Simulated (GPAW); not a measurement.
Crystal: Ir.

```
Ir
1.0
     0.00000    1.91560    1.91560
     1.91560    0.00000    1.91560
     1.91560    1.91560    0.00000
Ir
1
Direct
  0.00000 0.00000 0.00000
```

| Quantity | Value |
| --- | --- |
| Program | GPAW 26.7.0 |
| Task | relaxation of cell and atoms |
| Functional | PBEsol |
| Dispersion | D3 |
| Potentials or basis | PAW data sets generated in the run's folder for this functional |
| Cutoff | 600 eV |
| Basis | pw |
| k mesh | 12 × 12 × 12 |
| Occupations | fermi-dirac, width 0.05 eV |
| Spin | no spin polarisation |

At the start: pressure -10.2 GPa; volume 14.06 Å³/atom.

Where does the relaxation end?

Over 3 steps the energy falls by 11.7 meV/atom and the volume is 13.70 Å³/atom (-2.6 %); space group Fm-3m (No. 225, to 0.05 Å).

Step by step:
```tsv
step	energy change (eV)	largest force (eV/Å)	pressure (GPa)	volume (Å³)
1	0.0000	0.0000	-10.18	14.06
2	-0.0092	0.0000	4.96	13.53
3	-0.0117	0.0000	-0.19	13.70
```

Final structure:
```yaml
crystal:
  lattice:
    - [0.00000, 1.89902, 1.89902]
    - [1.89902, 0.00000, 1.89902]
    - [1.89902, 1.89902, 0.00000]
  atoms:
    - { symbol: Ir, position: [0.00000, 0.00000, 0.00000] }
```

Caveat: later steps reuse the first step's grids; pairwise dispersion overbinds metals, which lowers pressure and volume.
